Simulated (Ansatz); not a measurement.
Space group R-3m:H (No. 166). a = 4.323 Å, b = 4.323 Å, c = 11.039 Å, α = 90.00°, β = 90.00°, γ = 120.00°
| atom | site | symmetry | x | y | z |
| --- | --- | --- | --- | --- | --- |
| Sb | 6c | 3m | 0.3333 | 0.6667 | 0.9028 |

Equation of state of this Sb structure (not necessarily the ground state), with shape and atoms relaxed at each volume where symmetry leaves them free. It has no gap at any of these volumes. Theory: DFT PBE+D3(BJ), scalar-relativistic, plane waves, PAW in Ansatz 0.2.0.

Plane waves to 420 eV, a k mesh through Γ of 12×12×12 on the computed 2-atom cell and Gaussian smearing (0.10 eV); no spin polarisation.

```
V (Å³/atom) E − E(largest V) (meV/atom) P (GPa)
     26.206                        43.66     7.06
     27.100                         7.93     5.22
     27.993                       -15.22     3.12
     28.887                       -28.02     1.43
     29.780                       -32.06     0.01
     30.673                       -28.64    -1.21
     31.567                       -19.36    -2.15
     32.758                         0.00    -3.01
```

Problem. Fit a third-order Birch–Murnaghan equation to E(V).

Solution. V0 = 29.80 Å³/atom, B0 = 43 GPa, B0' = 5.4.

Spin-orbit coupling is left out, which matters for the bands of heavy elements.